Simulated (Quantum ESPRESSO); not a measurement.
Runs of Quantum ESPRESSO 7.5 on La2O3. It takes space group P-62m (No. 189, hexagonal). The conventional cell has a = 6.267 Å, b = 6.267 Å, c = 3.300 Å, α = 90.00°, β = 90.00°, γ = 120.00°. La (site symmetry -6) is surrounded by 6 O at 2.45 Å. O (site symmetry m2m) is surrounded by 4 La at 2.45 Å. The cell comes from a database or a generator and needn't be the stable form of this composition.

```tsv
task	level	potentials or basis	cutoff (eV)	form of the LDA correlation	gap on the mesh (eV)	pressure (GPa)	V0 of scaled cells (Å³/atom)	B0 (GPa)	largest force (eV/Å)
equation of state	PBEsol	GBRV 1.5 PBEsol	612	-	-	-	22.26	101	-
band structure	PBEsol	GBRV 1.5 PBEsol	612	-	(c)	(d)	-	-	0.06
equation of state	LDA	GBRV 1.5 LDA	612	PZ81	-	-	21.81	108	-
band structure	LDA	GBRV 1.5 LDA	612	PZ81	1.39	-3.0	-	-	(a)
single point	PBE	SSSP 1.3 efficiency PBE	748	-	1.53	2.4	-	-	0.04
equation of state	PBE	SSSP 1.3 efficiency PBE	748	-	-	-	23.03	(b)	-
```

Alike in all rows: no spin polarisation; cell as given; k mesh 5 × 5 × 8; smearing fermi-dirac 0.05 eV.

Problem. Estimate the missing entries.

Solution. (a) 0.07; (b) 93; (c) 1.46; (d) -0.9.

Caveats: the cell was scaled at fixed shape and fractional positions, which overstates the stiffness of a crystal with free parameters, most of all of layers and chains (some runs); spin-orbit coupling is left out, which moves the levels of the heavy elements (some runs); some levels on the path didn't converge (some runs); an odd mesh through Γ misses points on the zone boundary, where band edges often lie (some runs).

A k mesh can miss the band edges, and the runs leave out spin-orbit coupling on La.
